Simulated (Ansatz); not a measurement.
**ZnO (P6_3mc): zero-pressure volume and bulk modulus with PBE + D4**

An exercise on one series of results from a longer session: the logs are not shown, and one member is left open.

Computed with Ansatz 0.2.0 (DFT PBE + D4, scalar-relativistic, plane waves, PAW, unless a step's input says otherwise).

### The system as given

The structure is hexagonal, space group P6_3mc (No. 186). Conventional cell: a = 3.242 Å, b = 3.242 Å, c = 5.228 Å, α = 90.00°, β = 90.00°, γ = 120.00°. Zn (site symmetry 3m) is surrounded by 4 O at 1.98 Å. O (site symmetry 3m) is surrounded by 4 Zn at 1.98 Å.

Structure file:

```cif
data_structure
_symmetry_space_group_name_H-M 'P6_3mc'
_symmetry_Int_Tables_number 186
_cell_length_a 3.2420
_cell_length_b 3.2420
_cell_length_c 5.2276
_cell_angle_alpha 90.000
_cell_angle_beta 90.000
_cell_angle_gamma 120.000
_cell_volume 47.58
loop_
_atom_site_label
_atom_site_type_symbol
_atom_site_symmetry_multiplicity
_atom_site_Wyckoff_symbol
_atom_site_fract_x
_atom_site_fract_y
_atom_site_fract_z
_atom_site_occupancy
Zn1 Zn 2 b 0.33333 0.66667 0.00145 1
O1 O 2 b 0.33333 0.66667 0.38065 1
```

An earlier run on this cell at PBE gave 4.95 GPa at 11.896 Å³/atom (8×8×6 mesh), gap on the mesh 0.80 eV. The cell is compressed at this level.

Set-up of the first run:

File input.yaml:

```yaml
crystal:
  lattice:
    - [3.2419811861, 0.0, 0.0]
    - [-1.620990593, 2.8076380657, 0.0]
    - [0.0, 0.0, 5.2276401393]
  atoms:
    - { symbol: Zn, position: [0.3333333333, 0.6666666667, 0.0014489168] }
    - { symbol: Zn, position: [0.6666666667, 0.3333333333, 0.5014489168] }
    - { symbol: O, position: [0.3333333333, 0.6666666667, 0.3806510832] }
    - { symbol: O, position: [0.6666666667, 0.3333333333, 0.8806510832] }
basis:
  ecutwfc: 420
  ecutrho_ratio: 4
kpoints:
  mp_grid: { grid: [8, 8, 6] }
hamiltonian:
  xc: pbe
  dispersion: d4
scf:
  occupations: { method: gaussian, width: 0.05 }
output:
  forces: true
  stress: true
  eigenvalues: true
relax:
  f_tol: 0.02
  max_steps: 40
  cell: { stress_tol: 0.2, fix: [volume] }
```

Command:

```
$ ansatz run input.yaml --threads 4 --pin off --max-ram 8192MiB --backend cpu --events-out ev --progress --plain --runs-dir out
```

Steps of the session up to this table: At the given cell; Stepping to 12.014 Å³/atom; Volume × 0.98 of the new zero; Volume × 1.02 of the new zero; Volume × 0.96 of the new zero; Volume × 1.04 of the new zero.

One table of the session follows, with a row left open; its other results are not shown here.

It belongs to the step «Energy and pressure against volume». 

```
volume (Å³/atom)  energy (meV/atom)  pressure (GPa)
          11.534               9.12            6.22
          11.774               2.29            2.99
          12.014               0.00            0.11
          12.255                  ?               ?
          12.495               7.33           -4.80
```

**Question.** Estimate the row for volume (Å³/atom) = 12.255.

Worked estimate for «energy (meV/atom)». A straight line through the neighbours (12.014, 0.00) and (12.495, 7.33) gives 0.00 + (7.33 − 0.00) × (12.255 − 12.014) / (12.495 − 12.014) = 3.67; a parabola fitted to 3 rows on both sides gives 1.68.

**Answer.** energy (meV/atom): 1.77; pressure (GPa): -2.47. In «energy (meV/atom)» the line misses by +1.90 and the parabola by -0.09.
